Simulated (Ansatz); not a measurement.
An Al vacancy in zincblende AlN, 63 atoms, charge 0

All numbers come from Ansatz (PAW, plane waves, no spin–orbit coupling) at the single k point (¼, ¼, ¼) without its symmetry partners. The atoms were relaxed with PBEsol in a fixed cell; other functionals are single points on those atoms unless said otherwise. The valence top and gap of the host come from its small cell on a dense mesh, with the band extrema sought between the mesh points, lined up by the mean potential, PBEsol gap 3.19 eV, HSE06 gap 4.55 eV.

Relaxed structure:

```
CELL_PARAMETERS angstrom
8.75544 0.00000 0.00000
0.00000 8.75544 0.00000
0.00000 0.00000 8.75544
ATOMIC_POSITIONS crystal
Al 0.00014 0.99950 0.00003
Al 0.00041 0.99980 0.49997
Al 0.00038 0.49946 0.00024
Al 0.00001 0.49919 0.49970
Al 0.50004 0.99978 0.00028
Al 0.49981 0.99941 0.49971
Al 0.49977 0.49917 0.99993
Al 0.24978 0.24917 0.99941
Al 0.24954 0.24896 0.49801
Al 0.24932 0.74946 0.00068
Al 0.24931 0.74939 0.50198
Al 0.75004 0.24871 0.00072
Al 0.75003 0.24868 0.50198
Al 0.75034 0.74974 0.99977
Al 0.75338 0.75280 0.49592
Al 0.24980 0.99893 0.24970
Al 0.24932 0.00015 0.74999
Al 0.24944 0.49742 0.24942
Al 0.24937 0.50145 0.74983
Al 0.75005 0.00018 0.24924
Al 0.75035 0.99927 0.75029
Al 0.75004 0.50149 0.24920
Al 0.75329 0.49532 0.75327
Al 0.99955 0.24916 0.24967
Al 0.00079 0.24870 0.74999
Al 0.00078 0.74950 0.24922
Al 0.99984 0.74975 0.75027
Al 0.49796 0.24890 0.24942
Al 0.50205 0.24874 0.74985
Al 0.50209 0.74938 0.24924
Al 0.49601 0.75271 0.75324
N 0.12506 0.12442 0.12493
N 0.12431 0.12368 0.62487
N 0.12424 0.62437 0.12414
N 0.12385 0.62506 0.62557
N 0.62496 0.12363 0.12416
N 0.62567 0.12325 0.62556
N 0.62569 0.62506 0.12378
N 0.64515 0.64451 0.64503
N 0.37456 0.37395 0.12402
N 0.36237 0.36176 0.63766
N 0.37489 0.87516 0.12412
N 0.37443 0.87520 0.62554
N 0.87581 0.37430 0.12410
N 0.87581 0.37380 0.62554
N 0.87534 0.87473 0.12494
N 0.87635 0.87577 0.62560
N 0.37456 0.12348 0.37447
N 0.37490 0.12364 0.87564
N 0.36214 0.63731 0.36207
N 0.37445 0.62504 0.87575
N 0.87579 0.12358 0.37479
N 0.87536 0.12446 0.87526
N 0.87583 0.62505 0.37434
N 0.87630 0.62507 0.87621
N 0.12406 0.37395 0.37449
N 0.12427 0.37433 0.87563
N 0.12424 0.87516 0.37480
N 0.12504 0.87474 0.87525
N 0.63804 0.36144 0.36195
N 0.62562 0.37381 0.87577
N 0.62563 0.87521 0.37435
N 0.62567 0.87574 0.87623
```

Chemical potentials μ are those of reference phases of the elements at zero temperature by the same functional (the usual solids, diamond for C, grey Sn, and the molecules H2, N2, O2, F2, Cl2, Br2 and S8).

```
functional  E(defect) − E(host) − Σ nμ + q·E_VBM (eV)  monopole (eV)  alignment (eV)  formation energy at E_F = VBM (eV)         moment (μB)                         wall time, shared host
    PBEsol                                       9.55           0.00            0.00                                9.55  1.0 (absolute 3.1)  51 s on 7 threads of Neoverse-V2 (relaxation)
     HSE06                                       9.98           0.00            0.00                                9.98  1.0 (absolute 3.3)            4.4 min on 7 threads of Neoverse-V2
```

HSE06 one-electron levels near the gap (the ten most localised at most), from the host's valence top:

| level (eV) | spin | filling | atoms sharing it | element of the atom with most weight |
| --- | --- | --- | --- | --- |
| -0.26 | down | 1.00 | 31.5 | spread |
| -0.26 | up | 1.00 | 34.1 | spread |
| -0.23 | down | 1.00 | 34.5 | spread |
| -0.19 | up | 1.00 | 33.2 | spread |
| -0.12 | down | 1.00 | 35.8 | spread |
| 0.20 | up | 1.00 | 7.5 | N |
| 1.33 | down | 1.00 | 5.4 | N |
| 2.34 | up | 0.00 | 2.2 | N |
| 2.52 | down | 0.00 | 3.7 | N |
| 2.74 | down | 0.00 | 2.4 | N |

PBEsol tends to spread a hole over several anions where a hybrid would trap it on one, and single points on PBEsol atoms lack that distortion.

All elements are taken at their own reference at once; growth conditions in equilibrium with the host shift these energies, by up to the host's formation enthalpy.

One k point and a cell of this size can leave errors of several tenths of an eV in such numbers.
